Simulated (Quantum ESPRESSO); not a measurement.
# P (R-3m) in Quantum ESPRESSO: reference runs, part 2 of 2

Quantum ESPRESSO 7.5.

**11. Single point, PBEsol (atoms moved at random, drawn with an rms of 0.05 Å)**

pw.in reads:

```
&CONTROL
  calculation = 'scf'
  prefix = 'pwscf'
  outdir = './tmp'
  pseudo_dir = './pseudo'
  tprnfor = .true.
  tstress = .true.
  disk_io = 'nowf'
/
&SYSTEM
  ibrav = 0
  nat = 2
  ntyp = 1
  ecutwfc = 45
  ecutrho = 360
  nbnd = 10
  occupations = 'smearing'
  smearing = 'fd'
  degauss = 0.00367493
/
&ELECTRONS
  conv_thr = 4d-10
  electron_maxstep = 120
  mixing_beta = 0.5
/
ATOMIC_SPECIES
P     30.9738 p_pbesol_v1.5.uspp.F.UPF
CELL_PARAMETERS angstrom
   1.7257251780    0.9963478961    3.1296800121
  -1.7257251780    0.9963478961    3.1296800121
   0.0000000000   -1.9926957921    3.1296800121
ATOMIC_POSITIONS crystal
P      0.7636290000    0.7712140000    0.7633900000
P      0.2219640000    0.2289910000    0.2268450000
K_POINTS automatic
9 9 9 0 0 0
```

Potentials or basis: GBRV 1.5 PBEsol.

The run is started by

```bash
$ OMP_NUM_THREADS=1 mpirun -n 2 pw.x -nk 2 -in pw.in > pw.out
```

pw.out:

```text
This program is part of the open-source Quantum ESPRESSO suite
     for quantum simulation of materials; please cite
[... 10 lines left out ...]
     --------------------
     sticks:   dense  smooth     PW     G-vecs:    dense   smooth      PW
     Sum        1163     571    195                25133     8857    1683

     Using Slab Decomposition

     bravais-lattice index     =            0
     lattice parameter (alat)  =       7.0113  a.u.
     unit-cell volume          =     217.8866 (a.u.)^3
     number of atoms/cell      =            2
     number of atomic types    =            1
     number of electrons       =        10.00
     number of Kohn-Sham states=           10
     kinetic-energy cutoff     =      45.0000  Ry
     charge density cutoff     =     360.0000  Ry
     scf convergence threshold =      4.0E-10
     mixing beta               =       0.5000
     number of iterations used =            8  plain     mixing
     Exchange-correlation= SLA  PW   PSX  PSC
                           (   1   4  10   8   0   0   0)

     celldm(1)=   7.011300  celldm(2)=   0.000000  celldm(3)=   0.000000
     celldm(4)=   0.000000  celldm(5)=   0.000000  celldm(6)=   0.000000

     crystal axes: (cart. coord. in units of alat)
               a(1) = (   0.465127   0.268541   0.843529 )
               a(2) = (  -0.465127   0.268541   0.843529 )
               a(3) = (   0.000000  -0.537083   0.843529 )

     reciprocal axes: (cart. coord. in units 2 pi/alat)
               b(1) = (  1.074974  0.620637  0.395165 )
               b(2) = ( -1.074974  0.620637  0.395165 )
               b(3) = (  0.000000 -1.241273  0.395165 )

     PseudoPot. # 1 for P  read from file:
     p_pbesol_v1.5.uspp.F.UPF
     Pseudo is Ultrasoft + core correction, Zval =  5.0
     Generated by new atomic code, or converted to UPF format
     Using radial grid of  903 points,  6 beta functions with:
                l(1) =   0
                l(2) =   0
                l(3) =   1
                l(4) =   1
                l(5) =   2
                l(6) =   2
     Q(r) pseudized with  8 coefficients,  rinner =    1.300   1.300   1.300
                                                       1.300   1.300

     atomic species   valence    mass     pseudopotential
     P                 5.00    30.97380     P ( 1.00)

     No symmetry found

   Cartesian axes

     site n.     atom                  positions (alat units)
         1        P      tau(   1) = (  -0.0035280   0.0021652   1.9386273  )
         2        P      tau(   2) = (  -0.0032685  -0.0007345   0.5717443  )

     number of k points=   365  Fermi-Dirac smearing, width (Ry)=  0.0037

     Number of k-points >= 100: set verbosity='high' to print them.

     Dense  grid:    25133 G-vectors     FFT dimensions: (  45,  45,  45)

     Smooth grid:     8857 G-vectors     FFT dimensions: (  30,  30,  30)

     Initial potential from superposition of free atoms

     starting charge       9.9997, renormalised to      10.0000
     Starting wfcs are    8 randomized atomic wfcs +    2 random wfcs

     Self-consistent Calculation

     iteration #  1     ecut=    45.00 Ry     beta= 0.50
     Davidson diagonalization with overlap
     ethr =  1.00E-02,  avg # of iterations =  6.6

     Threshold (ethr) on eigenvalues was too large:
     Diagonalizing with lowered threshold

     Davidson diagonalization with overlap
     ethr =  1.55E-04,  avg # of iterations =  3.5

     total energy              =     -30.96130731 Ry
     estimated scf accuracy    <       0.01581418 Ry
[... 41 lines left out ...]
     iteration #  7     ecut=    45.00 Ry     beta= 0.50
     Davidson diagonalization with overlap
     ethr =  4.01E-11,  avg # of iterations =  2.6

     End of self-consistent calculation

     Number of k-points >= 100: set verbosity='high' to print the bands.

     the Fermi energy is     9.9867 ev

!    total energy              =     -30.96100156 Ry
     estimated scf accuracy    <          1.9E-11 Ry
     smearing contrib. (-TS)   =      -0.00020923 Ry
     internal energy E=F+TS    =     -30.96079233 Ry

     The total energy is F=E-TS. E is the sum of the following terms:
     one-electron contribution =       9.04525386 Ry
     hartree contribution      =       1.18577393 Ry
     xc contribution           =     -11.76562407 Ry
     ewald contribution        =     -29.42619605 Ry

     convergence has been achieved in   7 iterations

     Forces acting on atoms (cartesian axes, Ry/au):

     atom    1 type  1   force =     0.00013370   -0.00162290    0.00629072
     atom    2 type  1   force =    -0.00013370    0.00162290   -0.00629072

     Total force =     0.009190     Total SCF correction =     0.000001

     Computing stress (Cartesian axis) and pressure

          total   stress  (Ry/bohr**3)                   (kbar)     P=      -34.36
  -0.00017570  -0.00000051  -0.00000095          -25.85       -0.07       -0.14
  -0.00000051  -0.00018298   0.00001113           -0.07      -26.92        1.64
  -0.00000095   0.00001113  -0.00034207           -0.14        1.64      -50.32

=------------------------------------------------------------------------------=
   JOB DONE.
=------------------------------------------------------------------------------=
```

It took 31 s on 2 MPI ranks of Arm Neoverse V2, shared host; peak memory 0.24 GiB.

Results:

```yaml
Free_energy: -421.2459 eV
Pressure: -3.4 GPa
Largest_force: 0.167 eV/Å
Band_gap_on_the_k_mesh: none (metal or under the smearing width)
```

Forces in eV/Å, atoms in the order of the input:
```
P    0.003 -0.042  0.162
P   -0.003  0.042 -0.162
```

**12. Overview**

```tsv
task	cell	gap on the mesh (eV)	pressure (GPa)	largest force (eV/Å)
single point	as given	none	-1.8	0.27
equation of state	as given	-	-	-
single point	atoms moved at random, drawn with an rms of 0.05 Å	none	-3.4	0.17
```

Alike in all rows: level PBEsol; potentials or basis GBRV 1.5 PBEsol; no spin polarisation; k mesh 9 × 9 × 9; cutoff (eV) 612; smearing fermi-dirac 0.05 eV.

Absolute energies hang on the potentials; compare differences alone.
